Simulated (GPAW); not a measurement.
# Al (Fm-3m) in GPAW: a series of runs

One crystal, Al, is run at these levels: optB88-vdW, SCAN, LDA; tasks: band structure, equation of state.

Everything below comes from runs of GPAW 26.7.0. Logs are shortened: lines on timing, memory, paths and dates and some standing lists are left out, and cuts for length are marked. The log counts tension as positive stress, the text compression.

**Measured values to compare with.**

“The interpretation of polycrystalline coherent inelastic neutron scattering from aluminium”, 2013, pmc:3831299 quotes, for a bulk crystal of Al: bulk modulus 76.9 GPa.

The runs below are set against these values where they give the same quantity.

### 1 The structure

It takes space group Fm-3m (No. 225, cubic). The conventional cell has a = 4.050 Å, b = 4.050 Å, c = 4.050 Å, α = 90.00°, β = 90.00°, γ = 90.00°. Al (site symmetry m-3m) is surrounded by 12 Al at 2.86 Å.

### 2 Band structure, optB88-vdW

Input file run.py:

```python
from ase.dft.bandgap import bandgap
from ase.io import read, write
from gpaw import GPAW, PW

atoms = read('POSCAR')

calc = GPAW(mode=PW(600),
            xc={'name': 'optB88-vdW', 'backend': 'libvdwxc'},
            kpts={'size': (11, 11, 11), 'gamma': True},
            occupations={'name': 'fermi-dirac', 'width': 0.05},
            nbands=7,
            convergence={'density': 1e-05, 'energy': 1e-05},
            maxiter=150,
            legacy_gpaw=True,
            txt='gpaw.txt')
atoms.calc = calc
energy = atoms.get_potential_energy()
forces = atoms.get_forces()
calc.write('gs.gpw')
write('result.traj', atoms)
print(f'Energy: {energy:.6f} eV')
print('Forces (eV/A):')
print(forces.round(4))
print('Fermi level:', round(calc.get_fermi_level(), 4), 'eV')
print(f'Gap: {bandgap(calc)[0]:.4f} eV, direct: {bandgap(calc, direct=True)[0]:.4f} eV')

path = atoms.cell.bandpath('GXWKGLUWLK,UX', npoints=60, eps=1e-4)
bs_calc = calc.fixed_density(kpts=path, symmetry='off', nbands=13,
                             convergence={'bands': 'CBM+6.0', 'eigenstates': 1e-6}, txt='bands.txt')
bs = bs_calc.band_structure()
bs.write('bs.json')
print(f'Gap on the path: {bandgap(bs_calc)[0]:.4f} eV')
```

Input file POSCAR:

```
Al
1.0
    0.0000000000      2.0248050000      2.0248050000
    2.0248050000      0.0000000000      2.0248050000
    2.0248050000      2.0248050000      0.0000000000
Al
1
Direct
    0.0000000000      0.0000000000      0.0000000000
```

Potentials or basis: GPAW PAW data sets (gpaw-data 1.2.1), pw.

Command:

```bash
$ OMP_NUM_THREADS=1 python run.py
```

gpaw.txt:

```text
___ ___ ___ _ _ _
 |   |   |_  | | | |
 | | | | | . | | | |
 |__ |  _|___|_____|  26.7.0
 |___|_|

Input parameters:
  convergence: {density: 1e-05,
                energy: 1e-05}
  kpts: {gamma: True,
         size: (11, 11, 11)}
  maxiter: 150
  mode: {ecut: 600.0,
         name: pw}
  nbands: 7
  occupations: {name: fermi-dirac,
                width: 0.05}
  xc: {backend: libvdwxc,
       name: optB88-vdW}

System changes: positions, numbers, cell, pbc, initial_charges, initial_magmoms

Initialize ...

species:
  Al:
    name:    Aluminium
    Z:       13.0
    valence: 3
    core:    10
    charge:  0.0  # [|e|]
    compensation charges:
      type: gauss
      rc: 0.34  # [Å]
      lmax: 2
    cutoffs:
      filter: 1.91  # [Å]
      core: 2.36  # [Å]
    projectors
    | kind |    occ | energy [eV] | rcut [Å] |
    |------|--------|-------------|----------|
    |   3s |  2.000 |      -7.753 |    1.085 |
    |   3p |  1.000 |      -2.712 |    1.085 |
    |    s |        |      19.459 |    1.085 |
    |    p |        |      24.499 |    1.085 |
    |    d |        |       0.000 |    1.085 |

    Using partial waves for Al as LCAO basis

Reference energy: -6603.423265  # eV

Spin-paired calculation

Convergence criteria:
 Maximum [total energy] change in last 3 cyles: 1e-05 eV / valence electron
 Maximum integral of absolute [dens]ity change: 1e-05 electrons / valence electron
 Maximum integral of absolute [eigenst]ate change: 4e-08 eV^2 / valence electron
 Maximum number of scf [iter]ations: 150
 (Square brackets indicate name in SCF output, whereas a 'c' in
 the SCF output indicates the quantity has converged.)

Symmetries present (total): 48

  ( 1  0  0)  ( 1  0  0)  ( 1  0  0)  ( 1  0  0)  ( 1  0 -1)  ( 1  0 -1)
  ( 1  0 -1)  ( 1 -1  0)  ( 0  1  0)  ( 0  0  1)  ( 1  0  0)  ( 1 -1  0)
  ( 1 -1  0)  ( 1  0 -1)  ( 0  0  1)  ( 0  1  0)  ( 1 -1  0)  ( 1  0  0)

  ( 1  0 -1)  ( 1  0 -1)  ( 1 -1  0)  ( 1 -1  0)  ( 1 -1  0)  ( 1 -1  0)
  ( 0  1 -1)  ( 0  0 -1)  ( 1  0  0)  ( 1  0 -1)  ( 0 -1  1)  ( 0 -1  0)
  ( 0  0 -1)  ( 0  1 -1)  ( 1  0 -1)  ( 1  0  0)  ( 0 -1  0)  ( 0 -1  1)

  ( 0  1  0)  ( 0  1  0)  ( 0  1  0)  ( 0  1  0)  ( 0  1 -1)  ( 0  1 -1)
  ( 1  0  0)  ( 0  1 -1)  ( 0  0  1)  (-1  1  0)  ( 1  0 -1)  ( 0  1  0)
  ( 0  0  1)  (-1  1  0)  ( 1  0  0)  ( 0  1 -1)  ( 0  0 -1)  (-1  1  0)

  ( 0  1 -1)  ( 0  1 -1)  ( 0  0  1)  ( 0  0  1)  ( 0  0  1)  ( 0  0  1)
  ( 0  0 -1)  (-1  1  0)  ( 1  0  0)  ( 0  1  0)  ( 0 -1  1)  (-1  0  1)
  ( 1  0 -1)  ( 0  1  0)  ( 0  1  0)  ( 1  0  0)  (-1  0  1)  ( 0 -1  1)

  ( 0  0 -1)  ( 0  0 -1)  ( 0  0 -1)  ( 0  0 -1)  ( 0 -1  1)  ( 0 -1  1)
  ( 1  0 -1)  ( 0  1 -1)  ( 0 -1  0)  (-1  0  0)  ( 1 -1  0)  ( 0  0  1)
  ( 0  1 -1)  ( 1  0 -1)  (-1  0  0)  ( 0 -1  0)  ( 0 -1  0)  (-1  0  1)

  ( 0 -1  1)  ( 0 -1  1)  ( 0 -1  0)  ( 0 -1  0)  ( 0 -1  0)  ( 0 -1  0)
  ( 0 -1  0)  (-1  0  1)  ( 1 -1  0)  ( 0  0 -1)  ( 0 -1  1)  (-1  0  0)
  ( 1 -1  0)  ( 0  0  1)  ( 0 -1  1)  (-1  0  0)  ( 1 -1  0)  ( 0  0 -1)

  (-1  1  0)  (-1  1  0)  (-1  1  0)  (-1  1  0)  (-1  0  1)  (-1  0  1)
  ( 0  1  0)  ( 0  1 -1)  (-1  0  1)  (-1  0  0)  ( 0  0  1)  ( 0 -1  1)
  ( 0  1 -1)  ( 0  1  0)  (-1  0  0)  (-1  0  1)  ( 0 -1  1)  ( 0  0  1)

  (-1  0  1)  (-1  0  1)  (-1  0  0)  (-1  0  0)  (-1  0  0)  (-1  0  0)
  (-1  1  0)  (-1  0  0)  ( 0  0 -1)  ( 0 -1  0)  (-1  1  0)  (-1  0  1)
  (-1  0  0)  (-1  1  0)  ( 0 -1  0)  ( 0  0 -1)  (-1  0  1)  (-1  1  0)

1331 k-points: 11 x 11 x 11 Monkhorst-Pack grid
56 k-points in the irreducible part of the Brillouin zone
       k-points in crystal coordinates                weights
   0:     0.00000000    0.00000000    0.00000000          1/1331
   1:     0.09090909    0.09090909    0.00000000          6/1331
   2:     0.09090909    0.09090909    0.09090909          8/1331
   3:     0.18181818    0.09090909    0.09090909         12/1331
   4:     0.18181818    0.18181818    0.00000000          6/1331
   5:     0.18181818    0.18181818    0.09090909         24/1331
   6:     0.18181818    0.18181818    0.18181818          8/1331
   7:     0.27272727    0.18181818    0.09090909         24/1331
   8:     0.27272727    0.18181818    0.18181818         24/1331
   9:     0.27272727    0.27272727    0.00000000          6/1331
          ...
  55:     0.45454545    0.45454545    0.45454545          8/1331

Wave functions: Plane wave expansion
  Cutoff energy: 600.000 eV
  Number of coefficients (min, max): 537, 564
  Pulay-stress correction: 0.000000 eV/Ang^3 (de/decut=0.000000)
  Using FFTW library
  ScaLapack parameters: grid=1x1, blocksize=None
  Wavefunction extrapolation:
    Improved wavefunction reuse through dual PAW basis

Occupation numbers: Fermi-Dirac:
  width: 0.0500  # eV

Eigensolver
   Davidson(niter=2)

Densities:
  Coarse grid: 18*18*18 grid
  Fine grid: 36*36*36 grid
  Total Charge: 0.000000

Density mixing:
  Method: separate
  Backend: msr1
  Linear mixing parameter: 0.05
  old densities: 10
  Width of damping distribution: 1.1
  Damping of long wavelength oscillations: 20

Hamiltonian:
  XC and Coulomb potentials evaluated on a 36*36*36 grid
  Using the optB88 Exchange-Correlation functional
  External potential:
    NoExternalPotential

XC parameters: optB88 with libvdwxc
  Mode: serial
  Semilocal: GGA_X_OPTB88_VDW+LDA_C_PW with 2 nearest neighbor stencil
  Corresponding non-local functional: vdW-DF
  Local blocksize: 36 x 36 x 36
  PAW datasets: PBE

Number of atoms: 1
Number of atomic orbitals: 4
Number of bands in calculation: 7
Number of valence electrons: 3
Bands to converge: occupied

... initialized

Initializing position-dependent things.

Density initialized from atomic densities
Creating initial wave functions:
  4 bands from LCAO basis set
  3 bands from random numbers

       Al

Atomic positions and initial magnetic moments

Positions:
   0 Al     0.000000    0.000000    0.000000    ( 0.0000,  0.0000,  0.0000)

Unit cell:
           periodic     x           y           z      points  spacing
  1. axis:    yes    0.000000    2.024805    2.024805    18     0.1299
  2. axis:    yes    2.024805    0.000000    2.024805    18     0.1299
  3. axis:    yes    2.024805    2.024805    0.000000    18     0.1299

  Lengths:   2.863507   2.863507   2.863507
  Angles:   60.000000  60.000000  60.000000

Effective grid spacing dv^(1/3) = 0.1417

iter:   1   -11.773891
iter:   2   -11.775305   -2.91  -1.00
iter:   3   -11.783359   -3.51  -1.02
iter:   4   -11.783845   -4.88  -1.80
iter:   5   -11.783888   -6.01  -2.51
iter:   6   -11.783887   -7.76c -3.66
iter:   7   -11.783887c  -7.53c -4.13
iter:   8   -11.783887c -10.36c -5.22c

Converged after 8 iterations.

Dipole moment: (-0.000000, -0.000000, -0.000000) |e|*Ang

Energy contributions relative to reference atoms: (reference = -6603.423265)

Kinetic:         +5.316781
Potential:       -3.327014
External:        +0.000000
XC:             -13.770463
Entropy (-ST):   -0.004008
Local:           -0.001188
SIC:             +0.000000
--------------------------
Free energy:    -11.785891
Extrapolated:   -11.783887

Non-local optB88 correlation energy: 0.029804
Semilocal GGA_X_OPTB88_VDW+LDA_C_PW energy: -26.250257
(Not including atomic contributions)
Showing only first 2 kpts
 Kpt  Band  Eigenvalues  Occupancy
  0     0     -3.98322    2.00000
  0     1     19.63675    0.00000
  0     2     19.63675    0.00000

  1     0     -3.68550    2.00000
  1     1     17.70559    0.00000
  1     2     17.70559    0.00000

Fermi level: 7.11066

No gap
No difference between direct/indirect transitions

Forces in eV/Ang:
  0 Al    0.00000    0.00000    0.00000

Writing to gs.gpw (mode='')
```

It took 9.2 s on 1 thread of Arm Neoverse V1, shared host; peak memory 0.16 GiB.

Results:

```yaml
Free_energy: -11.7859 eV
Band_gap_along_the_path: none (metal or under the smearing width)
```

Levels at the corners of the path, in eV from the Fermi level:
```
point  band 1  band 2  band 3  band 4  band 5
    Γ  -11.09   12.53   12.53   12.53   13.89
    X   -2.94   -1.59    5.24    5.50    5.50
    W   -0.87   -0.87    0.26    0.96   15.74
    K   -1.91   -1.34   -0.44    6.47    8.15
    Γ  -11.09   12.53   12.53   12.53   13.89
    L   -4.54   -4.43   11.20   11.20   11.43
    U   -1.91   -1.34   -0.44    6.47    8.15
    W   -0.87   -0.87    0.26    0.96   15.74
    L   -4.54   -4.43   11.20   11.20   11.43
    K   -1.91   -1.34   -0.44    6.47    8.15
    U   -1.91   -1.34   -0.44    6.47    8.15
    X   -2.94   -1.59    5.24    5.50    5.50
```

Caveat: the PAW data sets were made with another functional, which shifts forces and pressure a little.

### 3 Band structure, SCAN

Input file run.py:

```python
from ase.dft.bandgap import bandgap
from ase.io import write
from ase.spacegroup import crystal
from ase.units import GPa
from gpaw import GPAW, PW

# Al 4a
atoms = crystal(['Al'],
                basis=[[0.0, 0.0, 0.0]],
                spacegroup=225, setting=1,  # Fm-3m
                cellpar=[4.04961, 4.04961, 4.04961, 90.0, 90.0, 90.0],
                primitive_cell=True)

calc = GPAW(mode=PW(600),
            xc='MGGA_X_SCAN+MGGA_C_SCAN',
            kpts={'size': (11, 11, 11), 'gamma': True},
            occupations={'name': 'fermi-dirac', 'width': 0.05},
            nbands=7,
            convergence={'density': 1e-05, 'energy': 1e-05},
            maxiter=150,
            txt='gpaw.txt')
atoms.calc = calc
energy = atoms.get_potential_energy()
forces = atoms.get_forces()
stress = atoms.get_stress()
calc.write('gs.gpw')
write('result.traj', atoms)
print(f'Energy: {energy:.6f} eV')
print('Forces (eV/A):')
print(forces.round(4))
print('Stress (GPa):', (stress / GPa).round(3))
print('Fermi level:', round(calc.get_fermi_level(), 4), 'eV')
print(f'Gap: {bandgap(calc)[0]:.4f} eV, direct: {bandgap(calc, direct=True)[0]:.4f} eV')

path = atoms.cell.bandpath('GXWKGLUWLK,UX', npoints=80, eps=1e-4)
bs_calc = calc.fixed_density(kpts=path, symmetry='off', nbands=13,
                             convergence={'bands': 'CBM+6.0', 'eigenstates': 1e-6}, txt='bands.txt')
bs = bs_calc.band_structure()
bs.write('bs.json')
print(f'Gap on the path: {bandgap(bs_calc)[0]:.4f} eV')
```

Potentials or basis: GPAW PAW data sets (gpaw-data 1.2.1), pw.

Command:

```bash
$ OMP_NUM_THREADS=1 python run.py
```

It took 55 s on 1 thread of Arm Neoverse V1, shared host; peak memory 0.18 GiB.

Results (log left out):

* Free energy: -7.6546 eV
* Pressure: -1.9 GPa
* Band gap along the path: none (metal or under the smearing width)

Levels at the corners of the path, in eV from the Fermi level:
```csv
point,band 1,band 2,band 3,band 4,band 5
Γ,-11.43,13.00,13.00,13.00,14.48
X,-2.95,-1.72,5.42,5.79,5.79
W,-0.82,-0.82,0.03,1.18,16.27
K,-1.89,-1.44,-0.43,6.78,8.38
Γ,-11.43,13.00,13.00,13.00,14.48
L,-4.78,-4.43,11.70,11.70,11.84
U,-1.89,-1.44,-0.43,6.78,8.38
W,-0.82,-0.82,0.03,1.18,16.27
L,-4.78,-4.43,11.70,11.70,11.84
K,-1.89,-1.44,-0.43,6.78,8.38
U,-1.89,-1.44,-0.43,6.78,8.38
X,-2.95,-1.72,5.42,5.79,5.79
```

Caveat: the PAW data sets were made with another functional, which shifts forces and pressure a little.

(Continued in part 2 of 3.)
